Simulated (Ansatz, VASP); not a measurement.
**Mg in VASP and in Ansatz**

```
Mg
1.0
     3.20930    0.00000    0.00000
    -1.60465    2.77934    0.00000
     0.00000    0.00000    5.41871
Mg
2
Direct
  0.66667 0.33333 0.75000
  0.33333 0.66667 0.25000
```

Alike in both runs: functional PBEsol; k mesh 8 × 8 × 4; occupations fermi-dirac, width 0.05 eV; no spin polarisation.

```csv
,VASP,Ansatz
version,VASP 6.6.1,Ansatz 0.2.0
potentials or method,"VASP PAW PBE potentials, release 64 (Mg)",Ansatz PAW
plane-wave cutoff (eV),520,420
valence electrons in the cell,4,20
task,single point,band structure
```

Ansatz gave:

```
gap on the k mesh at the Fermi level (eV)       : none
pressure (GPa)                                  : -2.3
largest component of the traceless stress (GPa) : 1.52
```

Q: Which values does VASP return?

A: gap on the k mesh at the Fermi level (eV): none; pressure (GPa): -2.4; largest component of the traceless stress (GPa): 1.52.

A gap of «none» marks a metal or a gap that the smearing closes. The two sets of potentials don't hold the same shells in valence.

Caveats: the PAW data sets were made with another functional, which shifts forces and pressure a little (VASP); the PAW data sets come from PBE, with cores solved anew for the run's functional, which leaves a small shift of forces and pressure (Ansatz).
